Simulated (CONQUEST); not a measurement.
CdS (Greenockite):

```
Cd S
1.0
     4.15000    0.00000    0.00000
     0.00000    6.73700    0.00000
     0.00000    0.00000    7.18801
Cd S
4 4
Direct
  0.00864 0.49822 0.32619
  0.50864 0.49822 0.82619
  0.49765 0.00239 0.16618
  0.99765 0.00239 0.66618
  0.00125 0.87277 0.33129
  0.50125 0.87277 0.83129
  0.00080 0.37511 0.66969
  0.50080 0.37511 0.16969
```

The cell isn't the ideal one: atoms moved at random, drawn with an rms of 0.05 Å.

Base run:

* Program: CONQUEST 1.3
* Functional: PBE
* Potentials or basis: PseudoDojo NC PBE, DZP, grid cutoff 300 Ha
* k mesh: 7 × 4 × 4
* Occupations: fermi-dirac, width 0.05 eV
* Spin: no spin polarisation

Its results: band gap on the k mesh 1.35 eV; pressure 3.1 GPa; largest force 0.457 eV/Å.

Question: The run is repeated on the same cell with these changes: potentials or basis from PseudoDojo NC PBE, DZP, grid cutoff 300 Ha to PseudoDojo NC PBE, SZ, grid cutoff 120 Ha. What comes out?

Answer: Band gap on the k mesh 0.52 eV; pressure 9.6 GPa; largest force 0.613 eV/Å.

Caveats: the basis of atomic orbitals isn't converged, which shifts pressures, moduli and gaps; an odd mesh through Γ misses points on the zone boundary, where band edges often lie (some runs); the atomic basis is small (some runs); the box holds several primitive cells, so bands are folded and the points are those of the box's own zone (some runs).
